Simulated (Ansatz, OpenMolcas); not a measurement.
C5H8O2 (methyl methacrylate): methods side by side

C5H8O2: 15 atoms, total charge 0, spin state singlet. As SMILES, `C=C(C)C(=O)OC`. The shape is that of a PBE0-D4/def2-TZVP optimisation. This is one conformer, not always the lowest.

```xyz
15

C    -2.1155    0.7661    0.4912
C    -0.9803    0.0741    0.4729
C    -0.7039   -1.1020    1.3514
C     0.0660    0.5189   -0.4919
O    -0.0314    1.4463   -1.2528
O     1.1614   -0.2515   -0.4164
C     2.2122    0.1049   -1.3058
H    -2.9231    0.5038    1.1647
H    -2.2510    1.6101   -0.1739
H    -0.4923   -1.9953    0.7590
H     0.1747   -0.9285    1.9774
H    -1.5584   -1.3054    1.9973
H     1.8767    0.0400   -2.3418
H     3.0147   -0.6054   -1.1194
H     2.5502    1.1239   -1.1119
```

Quantity: the vertical energy of the triplet above the singlet, in eV. The values are calculated.

```json
{"level": "HF/6-31G* (spherical functions)", "kind": "Hartree–Fock", "program": "OpenMolcas", "value (eV)": "3.06", "less CCSD(T)/6-31G*": "-1.07", "CPU time (all runs)": "50 s"}
{"level": "SVWN5/6-31G* (spherical functions)", "kind": "LDA", "program": "Ansatz", "value (eV)": "4.06", "less CCSD(T)/6-31G*": "-0.07", "CPU time (all runs)": "32 s"}
{"level": "M06-L/6-31G* (spherical functions)", "kind": "meta-GGA", "program": "OpenMolcas", "value (eV)": "3.78", "less CCSD(T)/6-31G*": "-0.35", "CPU time (all runs)": "9.2 min"}
{"level": "PBE0/6-31G* (spherical functions)", "kind": "global hybrid", "program": "OpenMolcas", "value (eV)": "3.76", "less CCSD(T)/6-31G*": "-0.37", "CPU time (all runs)": "4.3 min"}
{"level": "r2SCAN0/6-31G* (spherical functions)", "kind": "hybrid meta-GGA", "program": "Ansatz", "value (eV)": "3.53", "less CCSD(T)/6-31G*": "-0.60", "CPU time (all runs)": "96 s"}
{"level": "wB97X/6-31G* (spherical functions)", "kind": "range-separated hybrid", "program": "Ansatz", "value (eV)": "3.92", "less CCSD(T)/6-31G*": "-0.21", "CPU time (all runs)": "3 min"}
{"level": "B2PLYP/6-31G* (spherical functions)", "kind": "double hybrid", "program": "Ansatz", "value (eV)": "4.01", "less CCSD(T)/6-31G*": "-0.12", "CPU time (all runs)": "58 s"}
{"level": "RPA@PBE0/6-31G* (spherical functions)", "kind": "RPA", "program": "Ansatz", "value (eV)": "4.04", "less CCSD(T)/6-31G*": "-0.09", "CPU time (all runs)": "95 s"}
{"level": "CCSD(T)/6-31G* (spherical functions)", "kind": "coupled cluster or CI", "program": "Ansatz", "value (eV)": "4.13", "less CCSD(T)/6-31G*": "0.00", "CPU time (all runs)": "12 min"}
{"level": "CCSD/6-31G* (spherical functions)", "kind": "coupled cluster or CI", "program": "Ansatz", "value (eV)": "4.02", "less CCSD(T)/6-31G*": "-0.11", "CPU time (all runs)": "7.7 min"}
```

CCSD(T)/6-31G* (spherical functions) is the highest level here, not the true value. The values span 3.06 to 4.13 eV. Times are those of the runs behind each value, whatever else they computed, on shared processors of several kinds: orders of magnitude only.
